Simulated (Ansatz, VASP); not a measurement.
# AgCl (Chlorargyrite) in VASP and in Ansatz

```
Ag Cl
1.0
     0.00000    2.72376    2.72376
     2.72376    0.00000    2.72376
     2.72376    2.72376    0.00000
Ag Cl
1 1
Direct
  0.00000 0.00000 0.00000
  0.50000 0.50000 0.50000
```

Alike in both runs: functional PBEsol; k mesh 8 × 8 × 8; no spin polarisation.

Ansatz relaxed the structure, and its values are those at the end. VASP's run is a single point on that final structure, the one shown.

|  | VASP | Ansatz |
| --- | --- | --- |
| version | VASP 6.6.1 | Ansatz 0.2.0 |
| potentials or method | VASP PAW PBE potentials, release 64 (Ag, Cl) | scalar-relativistic, plane waves, PAW |
| plane-wave cutoff (eV) | 520 | 420 |
| occupations | gaussian, width 0.01 eV | fixed |
| valence electrons in the cell | 18 | 26 |

|  | VASP | Ansatz | Ansatz less VASP |
| --- | --- | --- | --- |
| gap on the k mesh at the Fermi level (eV) | 0.72 | 0.72 | +0.002 |
| least direct gap on the mesh (eV) | 3.22 | 3.23 | +0.002 |
| pressure (GPa) | -0.1 | 0.0 | +0.10 |

The two sets of potentials don't hold the same shells in valence.

Caveats: the PAW data sets were made with another functional, which shifts forces and pressure a little (VASP). A k mesh can miss the band edges.
